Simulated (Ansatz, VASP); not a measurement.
# RbBr: VASP beside Ansatz

The input INCAR:

```
PREC = Accurate
ENCUT = 520
EDIFF = 1E-6
ISMEAR = -1
SIGMA = 0.02
LREAL = False
LASPH = True
NELM = 60
ALGO = Normal
ISIF = 2
LWAVE = False
LCHARG = False
GGA = PE
NBANDS = 15
```

KPOINTS

```
regular mesh
0
Gamma
  6 6 6
```

Contents of POSCAR:

```
RbBr
1.0
    0.0000000000      3.2777540321      3.4608320474
    3.2777540321      0.0000000000      3.4608320474
    3.2777540321      3.2777540321      0.0000000000
Rb Br
1 1
Direct
    0.0000000000      0.0000000000      0.0000000000
    0.5000000000      0.5000000000      0.5000000000
```

Input for Ansatz:

```yaml
crystal:
  lattice:
    - [0.0, 3.2777540321, 3.4608320474]
    - [3.2777540321, 0.0, 3.4608320474]
    - [3.2777540321, 3.2777540321, 0.0]
  atoms:
    - { symbol: Rb, position: [0.0, 0.0, 0.0] }
    - { symbol: Br, position: [0.5, 0.5, 0.5] }
kpoints:
  mp_grid: { grid: [6, 6, 6] }
  band_path:
    path:
      - [0.0, 0.0, 0.0]
      - [0.5, 0.0, 0.5]
      - [0.625, 0.25, 0.625]
      - [0.375, 0.375, 0.75]
      - [0.5, 0.5, 0.5]
      - [0.5, 0.25, 0.75]
    npoints: 1
hamiltonian:
  xc: pbe
scf:
  occupations: { method: fermi_dirac, width: 0.02 }
  n_extra_bands: 4
output:
  forces: true
  stress: true
  eigenvalues: true
```

Change from the starting cell: biaxial_xy strain -5.3%.

Alike in both runs: task single point; functional PBE; k mesh 6 × 6 × 6; occupations fermi-dirac, width 0.02 eV; no spin polarisation.

```csv
,VASP,Ansatz
version,VASP 6.6.1,Ansatz 0.2.0
potentials or method,"VASP PAW PBE potentials, release 64 (Rb_sv, Br)","plane waves, PAW"
plane-wave cutoff (eV),520,420
valence electrons in the cell,16,16
```

|  | VASP | Ansatz | Ansatz less VASP |
| --- | --- | --- | --- |
| gap on the k mesh at the Fermi level (eV) | 4.53 | 4.53 | +0.004 |
| pressure (GPa) | 2.8 | 2.8 | -0.04 |
| largest component of the traceless stress (GPa) | 1.66 | 1.64 | -0.018 |

The functional is the same, so the differences come from potentials, cutoffs and numerics.
